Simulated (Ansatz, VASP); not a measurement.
# Cross-check of AlN between VASP and Ansatz, part 2 of 2

One calculation is typed for both programs; each brings its own data sets and cutoff. How far apart do they land? The cell is taken from a series of VASP runs on this material, whose earlier steps may have relaxed, scaled or displaced it; both programs get it as it stands.

VASP 6.6.1 and Ansatz 0.2.0.

So far. Step 2 (VASP: band structure, r2SCAN): The run ends at a pressure of -0.96 GPa.

### 6. VASP: dielectric response, LDA

Level of this step: LDA; plane waves and PAW (Al, N) (VASP).

The response to a field tests empty states and converges slowly with the mesh.

INCAR reads:

```
SYSTEM = AlN
PREC = Accurate
ENCUT = 460
EDIFF = 1E-08
NELM = 100
ISMEAR = 0
SIGMA = 0.01
LREAL = .FALSE.
ALGO = Normal
GGA = CA
NBANDS = 10
LORBIT = 11
LWAVE = .FALSE.
LCHARG = .FALSE.
KPAR = 4
LEPSILON = .TRUE.
```

POSCAR reads:

```
AlN
1.0
    0.0000000000      2.1839935596      2.1839935596
    2.1839935596      0.0000000000      2.1839935596
    2.1839935596      2.1839935596      0.0000000000
Al N
1 1
Direct
    0.0000000000      0.0000000000      0.0000000000
    0.2500000000      0.2500000000      0.2500000000
```

KPOINTS reads:

```
Automatic mesh
0
Gamma
12 12 12
0 0 0
```

PAW data sets: Al and N (LDA family, release 64).

On the command line:

```bash
> mpirun -np 4 vasp_std
```

Numbers of over 12 decimals in the logs are rounded to 6 here.

Output:

```text
[banner, memory and clock lines left out]
running    4 mpi-ranks, on    1 nodes
[...]
LDA part: xc-table for (Slater(with rela. corr.)+CA(PZ))
 , standard interpolation
 POSCAR, INCAR and KPOINTS ok, starting setup
[...]
entering main loop
       N       E                     dE             d eps       ncg     rms          rms(c)
DAV:   1     0.396418602757E+01    0.39642E+01   -0.38139E+03  1592   0.603E+02
DAV:   2    -0.183406450401E+02   -0.22305E+02   -0.21637E+02  1722   0.119E+02
DAV:   3    -0.188967495190E+02   -0.55610E+00   -0.55540E+00  1702   0.175E+01
DAV:   4    -0.188989081378E+02   -0.21586E-02   -0.21585E-02  1634   0.132E+00
[...]
DAV:  11    -0.163746200565E+02    0.13569E-05   -0.12620E-06  1632   0.918E-03    0.898E-03
DAV:  12    -0.163746200456E+02    0.10920E-07   -0.35930E-08  1670   0.154E-03    0.137E-03
DAV:  13    -0.163746200425E+02    0.30568E-08   -0.15260E-08   868   0.833E-04
   1 F= -.16374620E+02 E0= -.16374620E+02  d E =-.843692E-82
[...]
change of polarisation eV/A/(eV/A) component  2 :     0.052     0.411     0.053
 dielectric tensor                  component  2 :     0.455     4.568     0.465
 Linear response to external field, progress :
  Direction:   3
       N       E                     dE             d eps       ncg     rms          rms(c)
RMM:   1    -0.213661134407E+00   -0.21366E+00   -0.76625E-01 12671   0.211E+00
RMM:   2    -0.218444082231E+00   -0.47829E-02   -0.15761E-03  8990   0.246E-01    0.688E-01
RMM:   3    -0.211696713837E+00    0.67474E-02   -0.33499E-03  8777   0.373E-01    0.403E-01
RMM:   4    -0.218622969534E+00   -0.69263E-02   -0.47236E-03  8823   0.458E-01    0.506E-02
RMM:   5    -0.219738736360E+00   -0.11158E-02   -0.76626E-05  9236   0.701E-02    0.923E-03
RMM:   6    -0.219858029394E+00   -0.11929E-03   -0.54463E-07  9475   0.619E-03    0.388E-03
RMM:   7    -0.219889456469E+00   -0.31427E-04   -0.68863E-08  9469   0.203E-03    0.250E-04
RMM:   8    -0.219891485274E+00   -0.20288E-05   -0.70259E-09  9373   0.190E-04    0.972E-05
RMM:   9    -0.219891309781E+00    0.17549E-06   -0.65438E-09  7136   0.825E-05    0.406E-06
 change of polarisation eV/A/(eV/A) component  3 :     0.043     0.074     0.411
 dielectric tensor                  component  3 :     0.376     0.639     4.568
 Born effective charges drift removed
```

OUTCAR, selected parts (step 6):

```text
  Total       -0.4718065     -0.4718065     -0.4718065      0.0000000      0.0000000      0.0000000
  in kB      -36.2819322    -36.2819322    -36.2819322      0.0000000      0.0000000      0.0000000
  external PRESSURE =     -36.2819322 kB  Pullay stress =       0.0000000 kB

 POSITION                                       TOTAL-FORCE (eV/Angst)
 -----------------------------------------------------------------------------------
      0.00000      0.00000      0.00000         0.000000      0.000000      0.000000
      1.09200      1.09200      1.09200        -0.000000     -0.000000     -0.000000
 -----------------------------------------------------------------------------------
    total drift:                               -0.000000     -0.000000     -0.000000

 MACROSCOPIC STATIC DIELECTRIC TENSOR (including local field effects in DFT)
 ------------------------------------------------------
           4.567829    -0.000000     0.000000
           0.000000     4.567829     0.000000
           0.000000     0.000000     4.567829
 ------------------------------------------------------

[... 1 part as in an earlier step ...]

[... 1 further part left out ...]
```

### 7. Ansatz: dielectric response, LDA

The same cell, functional (in two slightly different forms) and mesh now go to Ansatz, which takes its cutoff from its data sets.

The cell is taken from a series of VASP runs on this material, whose earlier steps may have relaxed, scaled or displaced it; both programs get it as it stands.

input.yaml reads:

```yaml
crystal:
  lattice:
    - [0.0, 2.1839935596, 2.1839935596]
    - [2.1839935596, 0.0, 2.1839935596]
    - [2.1839935596, 2.1839935596, 0.0]
  atoms:
    - { symbol: Al, position: [0.0, 0.0, 0.0] }
    - { symbol: "N", position: [0.25, 0.25, 0.25] }
hamiltonian:
  xc: lda
  pseudopotentials: { kind: paw }
kpoints:
  mp_grid: { grid: [12, 12, 12] }
scf:
  occupations: { method: fixed }
dielectric:
  method: response
```

On the command line:

```bash
> ansatz run input.yaml --threads 2 --pin off --max-ram 4608MiB --backend cpu --events-out ev --progress --plain --runs-dir out
```

Output:

```text
[...]
Crystal: 2 atoms, lattice volume = 20.835 Å³
Basis set: ecut = 420 eV, 411 PW (Γ), exchange–correlation on 48×48×48 points (8 copies of the dense FFT grid, shifted against one another)
Bands: 8, of which v1, the nominal top of the filled ones, is band 4 counted from 1 (3 counted from 0)
Symmetry: 24 space group operations
k-points: 280 of 1728 (irreducible under 4 space group operations, time reversal used)
[...]
Born effective charges Z* (e; rows j = field, columns β = displacement):
    site 0:
         2.54812   -0.00000    0.00000
         0.00000    2.54812    0.00000
         0.00000    0.00000    2.54812
    site 1:
        -2.54812    0.00000   -0.00000
        -0.00000   -2.54812   -0.00000
        -0.00000   -0.00000   -2.54812
  Z* charge neutrality: 1.307e-5 e pre-enforcement
  k-mesh period / interband length: 37.1 Å / 1.72 Å = 21.54 at k = (0.0000, 0.0000, 0.0000), direct gap 4.229 eV — 14 or more, which is no proof of convergence
[key lines of the parts left out:]
SCF converged after 6 iterations
Free energy (F): -889.807680 eV
Fermi energy:    6.675916 eV
```

Run time: 5.8 s. Hardware: 2 threads of Arm Neoverse V2, shared host; peak memory 0.36 GiB.

### 8. Differences

What differs besides the data sets and the points named for the pairs above, as far as they apply: the two LDA forms differ slightly; the cutoff is 420 eV in Ansatz and 460 eV in VASP; VASP's log shows a relativistic correction to its local exchange, Ansatz's none. Total energies have different zeros and are not compared.

Compared:

```
                                     quantity  Ansatz   VASP  difference
                                        ε∞ xx    4.57   4.57     +0.01 %
                                        ε∞ yy    4.57   4.57     +0.01 %
                                        ε∞ zz    4.57   4.57     +0.01 %
Born charge of Al1 (mean of the diagonal) (e)    2.55   2.53       +0.02
 Born charge of N2 (mean of the diagonal) (e)   -2.55  -2.53       -0.02
```

### 9. VASP: single point, LDA

With cell and atoms fixed, the geometry can't cause a difference; cores, projectors, grids and the points listed under the comparison can.

INCAR reads:

```
SYSTEM = AlN
PREC = Accurate
ENCUT = 450
EDIFF = 1E-08
NELM = 100
ISMEAR = 0
SIGMA = 0.01
LREAL = .FALSE.
ALGO = Normal
GGA = CA
NBANDS = 10
LORBIT = 11
LWAVE = .TRUE.
LCHARG = .FALSE.
KPAR = 4
```

POSCAR is that of step 6.

KPOINTS reads:

```
Automatic mesh
0
Gamma
6 6 6
0 0 0
```

PAW data sets: Al_GW and N_GW (LDA family, release 64).

On the command line:

```bash
> mpirun -np 4 vasp_std
```

Output:

```text
[... set-up lines as in an earlier step ...]
 entering main loop
       N       E                     dE             d eps       ncg     rms          rms(c)
DAV:   1     0.141746394111E+02    0.14175E+02   -0.44026E+03   320   0.663E+02
DAV:   2    -0.178884532177E+02   -0.32063E+02   -0.30594E+02   398   0.169E+02
DAV:   3    -0.188717547066E+02   -0.98330E+00   -0.98154E+00   386   0.262E+01
DAV:   4    -0.188776615654E+02   -0.59069E-02   -0.59045E-02   404   0.259E+00
[...]
DAV:  11    -0.163913352646E+02    0.17151E-05   -0.36086E-06   384   0.238E-02    0.149E-03
DAV:  12    -0.163913352541E+02    0.10555E-07   -0.51695E-08   400   0.223E-03    0.183E-04
DAV:  13    -0.163913352510E+02    0.30333E-08   -0.61676E-09   230   0.527E-04
   1 F= -.16391335E+02 E0= -.16391335E+02  d E =-.943496E-67
 writing wavefunctions
```

Parts of OUTCAR (step 9):

```text
  Total       -0.6872807     -0.6872807     -0.6872807     -0.0000000      0.0000000      0.0000000
  in kB      -52.8519076    -52.8519076    -52.8519076     -0.0000000      0.0000000      0.0000000
  external PRESSURE =     -52.8519076 kB  Pullay stress =       0.0000000 kB

  FREE ENERGIE OF THE ION-ELECTRON SYSTEM (eV)
  ---------------------------------------------------
  free  energy   TOTEN  =       -16.3913352510 eV

  energy  without entropy=      -16.3913352510  energy(sigma->0) =      -16.39133525

[... 1 part as in an earlier step ...]

[... 3 further parts left out ...]
[key lines of the parts left out:]
E-fermi :   4.9618
```

The run ends at a pressure of -5.29 GPa.

### 10. Ansatz: single point, LDA

The same cell, functional (in two slightly different forms), mesh and smearing now go to Ansatz, which takes its cutoff from its data sets.

The cell is taken from a series of VASP runs on this material, whose earlier steps may have relaxed, scaled or displaced it; both programs get it as it stands.

input.yaml, the sections that differ from step 7:

```yaml
kpoints:
  mp_grid: { grid: [6, 6, 6] }
scf:
  occupations: { method: gaussian, width: 0.01 }
  n_extra_bands: 4
output:
  forces: true
  stress: true
  eigenvalues: true
# crystal, hamiltonian: as in step 7
# dielectric: removed
```

On the command line:

```bash
> ansatz run input.yaml --threads 2 --pin off --max-ram 4608MiB --backend cpu --events-out ev --progress --plain --runs-dir out
```

Output:

```text
[...]
Crystal: 2 atoms, lattice volume = 20.835 Å³
Basis set: ecut = 420 eV, 411 PW (Γ)
Bands: 8, of which v1, the nominal top of the filled ones, is band 4 counted from 1 (3 counted from 0)
Symmetry: 24 space group operations
[...]
k-points: 16 of 216 (time reversal used)
[...]
Free energy (F): -889.805719 eV
[...]
Internal energy: -889.805719 eV  (E = F + TS)
E sigma→0 (E₀):  -889.805719 eV
Fermi energy:    8.299002 eV
[...]
--- Stress (GPa, compression-positive) ---
       -3.598831      -0.000000      -0.000000
       -0.000000      -3.598831       0.000000
        0.000000       0.000000      -3.598831
  P = ⅓ Tr σ = -3.5988 GPa (-35.988 kbar)
--- Band table (eV; the first three rows and the last of 16) ---
[...]
[key lines of the parts left out:]
SCF converged after 6 iterations
```

It took 0.31 s on 2 threads; peak memory 0.24 GiB; 0.5 s of CPU time.

The run ends at a pressure of -3.60 GPa.

### 11. Side by side

What differs besides the data sets and the points named for the pairs above, as far as they apply: the cutoff is 420 eV in Ansatz and 450 eV in VASP. Total energies have different zeros and are not compared.

Both answers:

```
              quantity  Ansatz   VASP  difference
gap on the k mesh (eV)   3.241  3.221      +0.021
```

Not compared: the pressure (VASP's GW data sets at this cutoff don't carry it). A gap on the mesh is an upper bound, since the band edges may lie between its points.

### 12. Other set-ups

Further runs change the set-up of one program: Ansatz's method, potentials or start, or VASP's data sets, cutoff or form of LDA. The table gives Ansatz less VASP for each quantity, since a change that brings one quantity closer may part another.

```
                                        run  gap on the k mesh (eV)
                                   as above                   0.021
                       cores kept as stored                   0.019
   Ansatz's larger PAW set (cutoff 1050 eV)                   0.013
norm-conserving potentials (cutoff 1143 eV)                   0.036
```

### 13. Summary of results

| Item | Value |
| --- | --- |
| difference in pressure (band structure, r2SCAN) | 1.2 GPa |
| difference in ε∞ xx (dielectric response, LDA) | 0.010 % |
| difference in gap on the k mesh (single point, LDA) | 0.021 eV |

What this shows: The difference in pressure is 1.2 GPa (band structure, r2SCAN), beyond the 1 GPa picked in this series as the mark of a large difference. VASP's data sets differ among the pairs, so a change from pair to pair isn't the functional's or the coupling's alone. Band structure, r2SCAN, cores kept as stored: the difference in pressure goes from 1.2 to 0.74 GPa. Band structure, r2SCAN, norm-conserving potentials (cutoff 1252 eV): the difference in gap over the path points goes from 0.0098 to 0.013 eV. Single point, LDA, Ansatz's larger PAW set (cutoff 1050 eV): the difference in gap on the k mesh goes from 0.021 to 0.013 eV. Single point, LDA, norm-conserving potentials (cutoff 1143 eV): the difference in gap on the k mesh goes from 0.021 to 0.036 eV. 2 further runs of this series are not shown here. How closely two codes agree says nothing of how well the functional describes the real material.

[Lines on the potential files, build, host, timing and source positions are cut from VASP's logs without a mark.]

[Logs are printed without paths, hosts, clocks, repeated set-up lines and the standing remarks that a program may print on its own settings, such as how far it seeks lower states.]

[Hosts, paths, dates, database ids (printed as entryN), source tags and the programs' standing remarks are cut or masked in the printed files.]
